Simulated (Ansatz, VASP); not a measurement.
## Ru in VASP and in Ansatz

```xyz
1
Lattice="0.0000 1.8844 1.8844 1.8844 0.0000 1.8844 1.8844 1.8844 0.0000" Properties=species:S:1:pos:R:3 pbc="T T T"
Ru    0.0000    0.0000    0.0000
```

Alike in both runs: functional PBEsol; k mesh 20 × 20 × 20; occupations gaussian, width 0.1 eV; no spin polarisation.

Ansatz relaxed the structure, and its values are those at the end. VASP's run is a single point on that final structure, the one shown.

|  | VASP | Ansatz |
| --- | --- | --- |
| version | VASP 6.6.1 | Ansatz 0.2.0 |
| potentials or method | VASP PAW PBE potentials, release 64 (Ru_pv) | scalar-relativistic, plane waves, PAW |
| plane-wave cutoff (eV) | 520 | 420 |
| valence electrons in the cell | 14 | 16 |

```tsv
	VASP	Ansatz	Ansatz less VASP
gap on the k mesh at the Fermi level (eV)	none	none	-
pressure (GPa)	0.0	0.0	+0.01
```

A gap of «none» marks a metal or a gap that the smearing closes. With one functional, cell and mesh, what is left measures potentials, basis and numerics. The two sets of potentials don't hold the same shells in valence.

Caveats: the PAW data sets were made with another functional, which shifts forces and pressure a little (VASP).
